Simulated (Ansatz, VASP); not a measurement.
# AlAs2: VASP beside Ansatz

```
CELL_PARAMETERS angstrom
0.00000 3.11894 3.11894
3.11894 0.00000 3.11894
3.11894 3.11894 0.00000
ATOMIC_POSITIONS crystal
Al 0.00000 0.00000 0.00000
As 0.25000 0.25000 0.25000
As 0.75000 0.75000 0.75000
```

Alike in both runs: functional r2SCAN; k mesh 6 × 6 × 6; occupations gaussian, width 0.1 eV; no spin polarisation.

Ansatz relaxed the structure, and its values are those at the end. VASP's run is a single point on that final structure, the one shown.

|  | VASP | Ansatz |
| --- | --- | --- |
| version | VASP 6.6.1 | Ansatz 0.2.0 |
| potentials or method | VASP PAW PBE potentials, release 64 (Al, As) | scalar-relativistic, plane waves, PAW |
| plane-wave cutoff (eV) | 520 | 500 |
| valence electrons in the cell | 13 | 33 |

|  | VASP | Ansatz | Ansatz less VASP |
| --- | --- | --- | --- |
| gap on the k mesh at the Fermi level (eV) | none | none | - |
| pressure (GPa) | -0.2 | -0.2 | +0.08 |

A gap of «none» marks a metal or a gap that the smearing closes. The two sets of potentials don't hold the same shells in valence.

Caveats: the PAW data sets were made with another functional, which shifts forces and pressure a little (VASP).
